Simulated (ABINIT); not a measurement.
Crystal: CdTe.

```xyz
2
Lattice="0.0000 3.2050 3.2050 3.2050 0.0000 3.2050 3.2050 3.2050 0.0000" Properties=species:S:1:pos:R:3 pbc="T T T"
Te    4.8075    4.8075    4.8075
Cd    0.0000    0.0000    0.0000
```

- Program: ABINIT 10.8.3 (patched build)
- Task: relaxation of cell and atoms
- Functional: PBEsol
- Potentials or basis: PseudoDojo NC SR PBEsol v0.4.1 standard
- Cutoff: 1388 eV
- k mesh: 5 × 5 × 5
- Occupations: fermi-dirac, width 0.05 eV
- Spin: no spin polarisation

At the start: pressure 1.8 GPa; volume 32.92 Å³/atom.

Question: How do energy, volume and symmetry change on relaxing?

Answer: Over 4 steps the energy falls by 7.5 meV/atom and the volume is 34.27 Å³/atom (+4.1 %); space group F-43m (No. 216, to 0.05 Å).

The path:
```
step  energy change (eV)  largest force (eV/Å)  pressure (GPa)  volume (Å³)
   1              0.0000                0.0000            1.83        65.84
   2             -0.0039                0.0000            1.56        66.21
   3             -0.0149                0.0000            0.08        68.43
   4             -0.0149                0.0000            0.00        68.55
```

Final structure:
```xyz
2
Lattice="0.0000 3.2483 3.2483 3.2483 0.0000 3.2483 3.2483 3.2483 0.0000" Properties=species:S:1:pos:R:3 pbc="T T T"
Te    4.8724    4.8724    4.8724
Cd    0.0000    0.0000    0.0000
```
